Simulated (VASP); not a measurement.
# MgI2 (Cm) in VASP: a series of runs

The runs below take MgI2 through single point, with LDA.

Everything below comes from runs of VASP 6.6.1. Logs are shortened: lines on timing, memory, paths and dates and some standing lists are left out, and cuts for length are marked.

### Step 1. The cell of the first run

The structure is monoclinic, space group Cm (No. 8). Conventional cell: a = 7.194 Å, b = 4.154 Å, c = 6.862 Å, α = 90.00°, β = 90.00°, γ = 90.00°. Mg (site symmetry m) is surrounded by 4 I at 2.63 to 2.96 Å. I (site symmetry m) has 3 Mg at 2.63 to 2.96 Å as nearest neighbours. I (site symmetry m) has 3 Mg at 2.94 to 3.24 Å as nearest neighbours.

### Step 2. Single point, LDA

INCAR reads:

```
SYSTEM = MgI2
PREC = Accurate ; ENCUT = 520
EDIFF = 1E-6 ; ISMEAR = 0
SIGMA = 0.05 ; LREAL = .FALSE.
LASPH = .TRUE. ; NELM = 100
ALGO = Normal ; ISIF = 2
LWAVE = .FALSE. ; LCHARG = .FALSE.
NBANDS = 15
```

KPOINTS reads:

```
Automatic mesh
0
G
  6 6 4
  0 0 0
```

POSCAR reads:

```
MgI2
1.0
    4.1537001214      0.0000000000      0.0000000000
   -2.0768500607      3.5972098248      0.0000000000
    0.0000000000      0.0000000000      6.8620000000
Mg I
1 2
Direct
    0.0000000000      0.0000000000      0.0000000000
    0.2622062337      0.6311031168      0.8093472254
    0.5955395670      0.2977697835      0.2940872254
```

Potentials or basis: VASP PAW LDA potentials, release 64 (Mg, I).

On the command line:

```
$ cat potpaw_LDA.64/Mg/POTCAR potpaw_LDA.64/I/POTCAR > POTCAR
$ mpirun -np 1 vasp_std > vasp.out
```

OUTCAR:

```text
SYSTEM = MgI2
   PREC = Accurate
   ENCUT = 520
   EDIFF = 1E-6
   ISMEAR = 0
   LREAL = .FALSE.
   LASPH = .TRUE.
   NELM = 100
   ISIF = 2

 ion  position               nearest neighbor table
   1  0.000  0.000  0.000-   2 2.63   2 2.63   3 2.94   2 2.96   3 3.24   3 3.24
   2  0.262  0.631  0.809-   1 2.63   1 2.63   1 2.96
   3  0.596  0.298  0.294-   1 2.94   1 3.24   1 3.24

  LATTYP: Found a hexagonal cell.
 ALAT       =     4.1537001214
 C/A-ratio  =     1.6520210413

  Lattice vectors:

 A1 = (   4.1537001214,   0.0000000000,   0.0000000000)
 A2 = (  -2.0768500607,   3.5972098248,   0.0000000000)
 A3 = (   0.0000000000,   0.0000000000,   6.8620000000)

Analysis of symmetry for initial positions (statically):
=====================================================================
 Subroutine PRICEL returns:
 Original cell was already a primitive cell.

 Routine SETGRP: Setting up the symmetry group for a
 hexagonal supercell.

 Subroutine GETGRP returns: Found  2 space group operations
 (whereof  2 operations were pure point group operations)
 out of a pool of 24 trial point group operations.

The static configuration has the point symmetry C_1h.

Analysis of symmetry for dynamics (positions and initial velocities):
=====================================================================
 Subroutine PRICEL returns:
 Original cell was already a primitive cell.

 Routine SETGRP: Setting up the symmetry group for a
 hexagonal supercell.

 Subroutine GETGRP returns: Found  2 space group operations
 (whereof  2 operations were pure point group operations)
 out of a pool of 24 trial point group operations.

The dynamic configuration has the point symmetry C_1h.

 Subroutine INISYM returns: Found  2 space group operations
 (whereof  2 operations are pure point group operations),
 and found     1 'primitive' translations

----------------------------------------------------------------------------------------

                                     Primitive cell

  volume of cell :     102.5302

  direct lattice vectors                    reciprocal lattice vectors
     4.153700121  0.000000000  0.000000000     0.240749205  0.138996618  0.000000000
    -2.076850061  3.597209825  0.000000000     0.000000000  0.277993236  0.000000000
     0.000000000  0.000000000  6.862000000     0.000000000  0.000000000  0.145730108

  length of vectors
     4.153700121  4.153700121  6.862000000     0.277993236  0.277993236  0.145730108

  position of ions in fractional coordinates (direct lattice)
     0.000000000  0.000000000  0.000000000
     0.262206234  0.631103117  0.809347225
     0.595539567  0.297769784  0.294087225

  ion indices of the primitive-cell ions
   primitive index   ion index
                 1           1
                 2           2
                 3           3

----------------------------------------------------------------------------------------

 KPOINTS: Automatic mesh

Automatic generation of k-mesh.
 Grid dimensions read from file:
 generate k-points for:    6    6    4

 Generating k-lattice:

  Cartesian coordinates                     Fractional coordinates (reciprocal lattice)
     0.040124867  0.023166103  0.000000000     0.166666667 -0.000000000  0.000000000
     0.000000000  0.046332206  0.000000000     0.000000000  0.166666667  0.000000000
     0.000000000  0.000000000  0.036432527     0.000000000  0.000000000  0.250000000

  Length of vectors
     0.046332206  0.046332206  0.036432527

  Shift w.r.t. Gamma in fractional coordinates (k-lattice)
     0.000000000  0.000000000  0.000000000

 Subroutine IBZKPT returns following result:
 ===========================================

 Found     47 irreducible k-points:

 Following reciprocal coordinates:
            Coordinates               Weight
  0.000000  0.000000  0.000000      1.000000
  0.166667  0.000000  0.000000      2.000000
  0.000000  0.166667  0.000000      4.000000
  0.333333  0.000000  0.000000      2.000000
  0.000000  0.333333  0.000000      4.000000
  0.500000  0.000000  0.000000      1.000000
[... 16 lines left out ...]
  0.500000  0.000000  0.250000      2.000000
  0.000000  0.500000  0.250000      4.000000
 [... further k-points ...]
   k-points           NKPTS =     47   k-points in BZ     NKDIM =     47   number of bands    NBANDS=     15
   number of dos      NEDOS =    301   number of ions     NIONS =      3
   total plane-waves  NPLWV =  55296
   dimension x,y,z NGX =    32 NGY =   32 NGZ =   54
   dimension x,y,z NGXF=    64 NGYF=   64 NGZF=  108
   ions per type =               1   2
   NGX,Y,Z   is equivalent  to a cutoff of  12.81, 12.81, 13.08 a.u.
   NGXF,Y,Z  is equivalent  to a cutoff of  25.62, 25.62, 26.17 a.u.
 SYSTEM =  MgI2
   PREC   = accura    normal or accurate (medium, high low for compatibility)
   ISTART =      0    job   : 0-new  1-cont  2-samecut
   ICHARG =      2    charge: 1-file 2-atom 10-const
   ISPIN  =      1    spin polarized calculation?
[... 35 lines left out ...]
   LRPA    =     F    only Hartree local field effects (RPA)
 non-spin polarized calculation
 Gauss-broadening in eV      SIGMA  =   0.05
  energy-cutoff  :      520.00
  volume of cell :      102.53
 maximum number of plane-waves:      2798
   NGX = 15   NGY = 15   NGZ = 25

 number of electron      15.9999999 magnetization

 Free energy of the ion-electron system (eV)
  ---------------------------------------------------
  ext. energy  EPLUGINS =         0.00000000
  ---------------------------------------------------
  free energy    TOTEN  =        -8.64651988 eV

  energy without entropy =       -8.64651988  energy(sigma->0) =       -8.64651988

 E-fermi :   3.1029     XC(G=0):  -8.5460

 val. band max:        2.8570552750   @ k =   0.0000   0.0000   0.0000
 cond. band min:       5.3030531425   @ k =   0.0000   0.0000   0.0000
 fundamental gap:      2.4459978676
 Fermi energy:         3.1029290433

 k-point     1 :       0.0000    0.0000    0.0000
  band No.  band energies     occupation
      1     -10.5802      2.00000
      2      -8.7709      2.00000
      3      -1.5022      2.00000
      4       0.6379      2.00000
      5       1.0508      2.00000
      6       2.2105      2.00000
      7       2.7126      2.00000
      8       2.8571      2.00000
      9       5.3031      0.00000
     10       6.8618      0.00000
     11       8.1982      0.00000
     12       8.5087      0.00000
     13       9.5564      0.00000
     14      10.3193      0.00000
     15      10.7378      0.00000

 k-point     2 :       0.1667    0.0000    0.0000
  band No.  band energies     occupation
      1     -10.4598      2.00000
      2      -8.6810      2.00000
      3      -1.3115      2.00000
      4       0.0826      2.00000
      5       0.4371      2.00000
      6       1.7660      2.00000
      7       2.1401      2.00000
      8       2.7029      2.00000
      9       6.2053      0.00000
     10       7.2427      0.00000
     11       8.0913      0.00000
     12       9.0001      0.00000
     13       9.2519      0.00000
     14      10.2785      0.00000
     15      10.3469      0.00000

 k-point     3 :       0.0000    0.1667    0.0000
  band No.  band energies     occupation
      1     -10.4553      2.00000
      2      -8.6832      2.00000
      3      -1.3186      2.00000
      4      -0.2185      2.00000
      5       0.7518      2.00000
      6       1.8665      2.00000
      7       2.1352      2.00000
      8       2.6221      2.00000
      9       6.2361      0.00000
     10       7.4001      0.00000
     11       7.9769      0.00000
     12       8.8672      0.00000
     13       9.1170      0.00000
     14      10.1810      0.00000
     15      10.5140      0.00000
[... 343 lines left out ...]
 k-point    23 :       0.5000    0.0000    0.2500
  band No.  band energies     occupation
      1     -10.0425      2.00000
      2      -8.3925      2.00000
      3      -2.0156      2.00000
      4      -0.6704      2.00000
      5      -0.0438      2.00000
      6       0.6116      2.00000
      7       1.5580      2.00000
      8       2.2213      2.00000
      9       5.3340      0.00000
     10       6.6287      0.00000
     11       8.5043      0.00000
     12       8.8375      0.00000
     13       9.3388      0.00000
     14      10.7969      0.00000
     15      12.5372      0.00000

 k-point    24 :       0.0000    0.5000    0.2500
  band No.  band energies     occupation
      1     -10.0187      2.00000
      2      -8.4044      2.00000
      3      -2.2868      2.00000
      4      -0.5709      2.00000
      5       0.1976      2.00000
      6       0.6312      2.00000
      7       1.5379      2.00000
      8       2.1642      2.00000
      9       5.3805      0.00000
     10       6.7412      0.00000
     11       8.4325      0.00000
     12       8.7976      0.00000
     13       9.4388      0.00000
     14      10.7843      0.00000
     15      12.4886      0.00000

 [... further k-points ...]

------------------------ aborting loop because EDIFF is reached ----------------------------------------

  FORCE on cell =-STRESS in cart. coord.  units (eV):
  Direction    XX          YY          ZZ          XY          YZ          ZX
  --------------------------------------------------------------------------------------
  -------------------------------------------------------------------------------------
  Total       -0.1005565      0.8907481     -0.6815600     -0.8584949     -0.3518056     -0.6093451
  in kB       -1.5713354     13.9191862    -10.6503302    -13.4151853     -5.4974551     -9.5218712
  external PRESSURE =       0.5658402 kB  Pullay stress =       0.0000000 kB

 VOLUME and BASIS-vectors are now :
 -----------------------------------------------------------------------------
  energy-cutoff  :      520.00
  volume of cell :      102.53
      direct lattice vectors                 reciprocal lattice vectors
     4.153700121  0.000000000  0.000000000     0.240749205  0.138996618  0.000000000
    -2.076850061  3.597209825  0.000000000     0.000000000  0.277993236  0.000000000
     0.000000000  0.000000000  6.862000000     0.000000000  0.000000000  0.145730108

 POSITION                                       TOTAL-FORCE (eV/Angst)
 -----------------------------------------------------------------------------------
      0.00000      0.00000      0.00000        -0.576643     -0.332925      1.967457
     -0.22158      2.27021      5.55374         0.532762      0.307590     -1.161861
      1.85527      1.07114      2.01803         0.043882      0.025335     -0.805597
 -----------------------------------------------------------------------------------
    total drift:                               -0.000125     -0.000072      0.000290

  FREE ENERGIE OF THE ION-ELECTRON SYSTEM (eV)
  ---------------------------------------------------
  free  energy   TOTEN  =        -8.6465198803 eV

  energy  without entropy=       -8.6465198803  energy(sigma->0) =       -8.64651988
```

Run time: 78 s. Hardware: 1 thread of Intel Xeon Platinum 8259CL at 2.50GHz (Skylake/Cascade Lake), shared host; peak memory 0.23 GiB.

What came out:

```
Free energy            : -8.6465 eV
Pressure               : 0.1 GPa
Largest force          : 2.077 eV/Å
Band gap on the k mesh : 2.45 eV, direct
```

Forces on the atoms (eV/Å):
```
Mg  -0.577 -0.333  1.967
I    0.533  0.308 -1.162
I    0.044  0.025 -0.806
```

Levels at points of the mesh, in eV from the valence-band top:
```csv
k point,band 6,band 7,band 8,band 9,band 10,band 11
"(0.00, 0.00, 0.00)",-0.65,-0.14,0.00,2.45,4.00,5.34
"(0.50, 0.00, 0.00)",-2.56,-1.46,-0.58,2.53,3.89,5.38
"(0.00, 0.50, 0.00)",-2.53,-1.48,-0.63,2.60,4.03,5.16
"(0.00, 0.00, 0.50)",-1.77,-0.17,-0.01,3.08,4.52,5.23
"(0.50, 0.00, 0.50)",-1.86,-1.29,-0.69,2.55,3.76,4.87
"(0.00, 0.50, 0.50)",-1.84,-1.31,-0.75,2.57,3.87,5.00
```

Caveat: spin-orbit coupling is left out, which moves the levels of the heavy elements; forces of over 1 eV/Å show positions far from the minimum, so gaps and moduli don't describe the material at rest. A k mesh can miss the band edges.

### Step 3. Single point, LDA

INCAR reads:

```
PREC = Accurate
ENCUT = 520
EDIFF = 1E-6
ISMEAR = 0
SIGMA = 0.05
LREAL = F
LASPH = T
NELM = 100
ALGO = Normal
ISIF = 2
LWAVE = F
LCHARG = F
NBANDS = 15
```

KPOINTS reads:

```
Automatic mesh
0
Gamma
  6 6 4
```

POSCAR reads:

```
MgI2
1.0
    4.1537001214      0.0000000000      0.0000000000
   -2.0768500607      3.5972098248      0.0000000000
    0.0000000000      0.0000000000      6.8620000000
Mg I
1 2
Direct
    0.0000000000      0.0000000000      0.0000000000
    0.3739773903      0.6869886951      0.7280772998
    0.7073107236      0.3536553618      0.2128172998
```

Potentials or basis: VASP PAW LDA potentials, release 64 (Mg, I).

On the command line:

```
$ cat potpaw_LDA.64/Mg/POTCAR potpaw_LDA.64/I/POTCAR > POTCAR
$ mpirun -np 1 vasp_std > vasp.out
```

It took 72 s on 1 thread of Intel Xeon Platinum 8259CL at 2.50GHz (Skylake/Cascade Lake), shared host; peak memory 0.23 GiB.

It converged, with:

```yaml
Free_energy: -8.9338 eV
Pressure: -1.0 GPa
Largest_force: 1.151 eV/Å
Band_gap_on_the_k_mesh: 2.96 eV, indirect (least direct gap 3.00 eV)
```

Forces in eV/Å, atoms in the order of the input:
```
Mg   0.299  0.172 -1.098
I   -0.067 -0.039  0.580
I   -0.232 -0.134  0.518
```

Stress tensor (GPa, compression positive):
```
-1.13 -0.42 -0.33
-0.42 -0.65 -0.19
-0.33 -0.19 -1.18
```

Levels at points of the mesh, in eV from the valence-band top:
| k point | band 4 | band 5 | band 6 | band 7 | band 8 | band 9 | band 10 | band 11 | band 12 | band 13 |
| --- | --- | --- | --- | --- | --- | --- | --- | --- | --- | --- |
| (0.00, 0.00, 0.00) | -1.31 | -1.12 | -0.31 | -0.10 | 0.00 | 3.00 | 4.30 | 6.02 | 6.16 | 7.05 |
| (0.50, 0.00, 0.00) | -3.06 | -2.25 | -2.09 | -1.21 | -0.54 | 3.06 | 4.48 | 5.41 | 6.50 | 7.58 |
| (0.00, 0.50, 0.00) | -2.98 | -2.25 | -1.99 | -1.21 | -0.57 | 3.08 | 4.59 | 5.28 | 6.54 | 7.61 |
| (0.00, 0.00, 0.50) | -1.79 | -1.29 | -1.09 | -0.14 | -0.02 | 3.77 | 4.64 | 5.86 | 5.98 | 7.43 |
| (0.50, 0.00, 0.50) | -3.45 | -2.01 | -1.50 | -1.06 | -0.68 | 3.00 | 4.42 | 5.23 | 5.85 | 7.29 |
| (0.00, 0.50, 0.50) | -3.39 | -1.91 | -1.50 | -1.07 | -0.73 | 3.01 | 4.49 | 5.30 | 5.75 | 7.33 |

Caveat: spin-orbit coupling is left out, which moves the levels of the heavy elements; forces of over 1 eV/Å show positions far from the minimum, so gaps and moduli don't describe the material at rest. A k mesh can miss the band edges.

### Step 4. Single point, LDA

INCAR reads:

```
SYSTEM = MgI2
PREC = Accurate
ENCUT = 520
EDIFF = 1E-7
ISMEAR = 0
SIGMA = 0.05
LREAL = .False.
LASPH = .True.
NELM = 100
ALGO = Fast
ISIF = 2
LWAVE = .False.
LCHARG = .False.
NBANDS = 15
```

KPOINTS reads:

```
regular mesh
0
Gamma
  6 6 4
  0 0 0
```

POSCAR reads:

```
MgI2
1.0
    4.1537001214      0.0000000000      0.0000000000
   -2.0768500607      3.5972098248      0.0000000000
    0.0000000000      0.0000000000      6.8620000000
Mg I
1 2
Direct
    0.0000000000      0.0000000000      0.0000000000
    0.2723672479      0.6361836240      0.8019590504
    0.6057005813      0.3028502906      0.2866990504
```

On the command line:

```
$ cat potpaw_LDA.64/Mg/POTCAR potpaw_LDA.64/I/POTCAR > POTCAR
$ mpirun -np 1 vasp_std > vasp.out
```

Wall time 93 s (1 thread of Intel Xeon Platinum 8259CL at 2.50GHz (Skylake/Cascade Lake), shared host); peak memory 0.23 GiB.

The run converged. Its results:

- Free energy: -8.7610 eV
- Pressure: -0.4 GPa
- Largest force: 1.761 eV/Å
- Band gap on the k mesh: 2.63 eV, direct

Forces in eV/Å, atoms in the order of the input:
```
Mg  -0.477 -0.275  1.673
I    0.421  0.243 -0.934
I    0.056  0.033 -0.739
```

Stress tensor (GPa, compression positive):
```
-0.54 -0.97 -0.72
-0.97  0.57 -0.42
-0.72 -0.42 -1.10
```

Levels at points of the mesh, in eV from the valence-band top:
| k point | band 6 | band 7 | band 8 | band 9 | band 10 | band 11 |
| --- | --- | --- | --- | --- | --- | --- |
| (0.00, 0.00, 0.00) | -0.54 | -0.13 | 0.00 | 2.63 | 4.10 | 5.57 |
| (0.50, 0.00, 0.00) | -2.47 | -1.38 | -0.57 | 2.71 | 4.08 | 5.39 |
| (0.00, 0.50, 0.00) | -2.42 | -1.40 | -0.62 | 2.76 | 4.20 | 5.20 |
| (0.00, 0.00, 0.50) | -1.55 | -0.16 | -0.01 | 3.30 | 4.56 | 5.43 |
| (0.50, 0.00, 0.50) | -1.75 | -1.22 | -0.69 | 2.70 | 3.98 | 4.99 |
| (0.00, 0.50, 0.50) | -1.74 | -1.24 | -0.75 | 2.72 | 4.07 | 5.10 |

Caveat: spin-orbit coupling is left out, which moves the levels of the heavy elements; forces of over 1 eV/Å show positions far from the minimum, so gaps and moduli don't describe the material at rest. A k mesh can miss the band edges.

### Step 5. Single point, LDA

INCAR reads:

```
ALGO     = Fast           # electronic algorithm
EDIFF    = 1E-6           # SCF threshold, eV
ENCUT    = 520            # plane-wave cutoff, eV
ISIF     = 2              # what is computed and relaxed
ISMEAR   = 0              # smearing method
LASPH    = T              # aspherical terms in the spheres
LCHARG   = F              # write CHGCAR
LREAL    = F              # projectors in reciprocal space
LWAVE    = F              # write WAVECAR
NBANDS   = 15             # bands
NELM     = 100            # most SCF steps
PREC     = Accurate       # precision mode
SIGMA    = 0.05           # smearing width, eV
```

KPOINTS reads:

```
k-points
0
Gamma
  6 6 4
```

POSCAR reads:

```
MgI2
1.0
    4.1537001214      0.0000000000      0.0000000000
   -2.0768500607      3.5972098248      0.0000000000
    0.0000000000      0.0000000000      6.8620000000
Mg I
1 2
Direct
    0.0000000000      0.0000000000      0.0000000000
    0.3231723191      0.6615861595      0.7650181751
    0.6565056524      0.3282528262      0.2497581751
```

On the command line:

```
$ cat potpaw_LDA.64/Mg/POTCAR potpaw_LDA.64/I/POTCAR > POTCAR
$ mpirun -np 1 vasp_std > vasp.out
```

It took 80 s on 1 thread of Intel Xeon Platinum 8259CL at 2.50GHz (Skylake/Cascade Lake), shared host; peak memory 0.23 GiB.

The run converged. Its results:

| Quantity | Value |
| --- | --- |
| Free energy | -9.0605 eV |
| Pressure | -1.5 GPa |
| Largest force | 0.283 eV/Å |
| Band gap on the k mesh | 3.34 eV, indirect (least direct gap 3.42 eV) |

Forces on the atoms (eV/Å):
```
Mg  -0.071 -0.041  0.271
I    0.041  0.023 -0.005
I    0.030  0.017 -0.266
```

Stress tensor (GPa, compression positive):
```
-1.58 -0.03 -0.02
-0.03 -1.55 -0.01
-0.02 -0.01 -1.27
```

Levels at points of the mesh, in eV from the valence-band top:
```
           k point  band 6  band 7  band 8  band 9  band 10  band 11
(0.00, 0.00, 0.00)   -0.06   -0.04    0.00    3.42     4.58     6.54
(0.50, 0.00, 0.00)   -1.46   -0.94   -0.46    3.45     5.09     5.40
(0.00, 0.50, 0.00)   -1.45   -0.94   -0.46    3.46     5.11     5.38
(0.00, 0.00, 0.50)   -0.44   -0.14   -0.11    4.39     4.70     6.36
(0.50, 0.00, 0.50)   -1.16   -0.82   -0.69    3.36     4.98     5.56
(0.00, 0.50, 0.50)   -1.16   -0.82   -0.70    3.36     4.99     5.57
```

Caveat: spin-orbit coupling is left out, which moves the levels of the heavy elements. A k mesh can miss the band edges.

### Step 6. Summary

| cell | gap on the mesh (eV) | pressure (GPa) | largest force (eV/Å) |
| --- | --- | --- | --- |
| all I atoms moved +0.438 Å, as atom 2 towards its neighbour atom 3 (I) at 4.101 Å | 2.45 | 0.1 | 2.08 |
| all I atoms moved -0.250 Å, as atom 2 towards its neighbour atom 3 (I) at 4.101 Å | 2.96 | -1.0 | 1.15 |
| all I atoms moved +0.375 Å, as atom 2 towards its neighbour atom 3 (I) at 4.101 Å | 2.63 | -0.4 | 1.76 |
| all I atoms moved +0.062 Å, as atom 2 towards its neighbour atom 3 (I) at 4.101 Å | 3.34 | -1.5 | 0.28 |

Alike in all rows: task single point; level LDA; potentials or basis VASP PAW LDA potentials, release 64 (Mg, I); no spin polarisation; k mesh 6 × 6 × 4; cutoff (eV) 520; smearing gaussian 0.05 eV.

Caveats: spin-orbit coupling is left out, which moves the levels of the heavy elements; forces of over 1 eV/Å show positions far from the minimum, so gaps and moduli don't describe the material at rest (some runs).

Total energies depend on the potentials used, so only differences within one code and one set of settings carry meaning.
